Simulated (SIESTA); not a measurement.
Set up this calculation in SIESTA 5.4.2, as the native input.

```
Task                : band structure
Functional          : BLYP
Potentials or basis : PseudoDojo 0.4 standard (PBE files)
Basis               : DZP (energy shift 0.003 Ry; two zetas on semicore shells)
Grid cutoff         : 800 Ry
Energy shift        : 0.003 Ry
k mesh              : 10 × 10 × 2
Occupations         : fermi-dirac, width 0.05 eV
Spin                : no spin polarisation
```

The system is MoS2, a slab with vacuum.

```
CELL_PARAMETERS angstrom
3.18413 0.00000 0.00000
-1.59206 2.75753 0.00000
0.00000 0.00000 17.33460
ATOMIC_POSITIONS crystal
Mo 0.00000 0.00000 0.00000
S 0.33333 0.66667 0.91051
S 0.33333 0.66667 0.08949
```

These files were run (other wordings do the same):

MoS2.fdf

```
SystemName                      MoS2
SystemLabel                     MoS2
NumberOfSpecies                 2
NumberOfAtoms                   3
%block ChemicalSpeciesLabel
  1  42 Mo
  2  16 S
%endblock ChemicalSpeciesLabel

LatticeConstant                 1.0 Ang
%block LatticeVectors
     3.1841260822     0.0000000000     0.0000000000
    -1.5920630411     2.7575340760     0.0000000000
     0.0000000000     0.0000000000    17.3345999500
%endblock LatticeVectors
AtomicCoordinatesFormat         Fractional
%block AtomicCoordinatesAndAtomicSpecies
     0.0000000000     0.0000000000     0.0000000000  1  Mo
     0.3333333333     0.6666666667     0.9105070200  2  S
     0.3333333333     0.6666666667     0.0894929800  2  S
%endblock AtomicCoordinatesAndAtomicSpecies

%block kgrid.MonkhorstPack
   10   0   0  0.0
    0  10   0  0.0
    0   0   2  0.0
%endblock kgrid.MonkhorstPack
XC.Functional                   GGA
XC.Authors                      BLYP
PAO.BasisSize                   DZP
PAO.EnergyShift                 0.003 Ry
Mesh.Cutoff                     800 Ry
OccupationFunction              FD
ElectronicTemperature           0.05 eV
MaxSCFIterations                120
SCF.MustConverge                false
SCF.Mixer.Method                Pulay
SCF.Mixer.Weight                0.25
SCF.Mixer.History               8
SCF.DM.Tolerance                5.0e-05
SCF.H.Tolerance                 1.0e-03 eV
WriteForces                     true
Charge.Mulliken                 end
BandLinesScale                  ReciprocalLatticeVectors
%block BandLines
    1    0.000000   0.000000   0.000000  \Gamma
   14    0.500000   0.000000   0.000000  M
    8    0.333333   0.333333   0.000000  K
   16    0.000000   0.000000   0.000000  \Gamma
    2    0.000000   0.000000   0.500000  A
   14    0.500000   0.000000   0.500000  L
    8    0.333333   0.333333   0.500000  H
   16    0.000000   0.000000   0.500000  A
    1    0.500000   0.000000   0.500000  L
    2    0.500000   0.000000   0.000000  M
    1    0.333333   0.333333   0.000000  K
    2    0.333333   0.333333   0.500000  H
%endblock BandLines
%block PAO.Basis
  Mo 5
  n=4 0 2
    3.234 0.000
  n=5 0 2
    8.808 0.000
  n=4 1 2
    3.737 0.000
  n=5 1 1
    8.808
  n=4 2 2
    6.830 0.000
%endblock PAO.Basis
```

Potentials or basis: PseudoDojo 0.4 standard (PBE files), DZP (energy shift 0.003 Ry; two zetas on semicore shells).

Command:

```sh
$ siesta MoS2.fdf > MoS2.out 2>&1
```

It gave:

```yaml
Largest_force: 1.131 eV/Å
Band_gap_on_the_k_mesh: 1.71 eV, indirect (least direct gap 1.93 eV)
Band_gap_along_the_path: 1.57 eV, indirect (least direct gap 1.68 eV)
```

Caveat: the potentials were made for another functional, which shifts forces and pressure; the basis of atomic orbitals isn't converged, which shifts pressures, moduli and gaps.

It took 39 s on 1 thread of Intel(R) Xeon(R) 6975P-C (Granite Rapids), with other jobs on the host, peak memory 0.42 GiB.
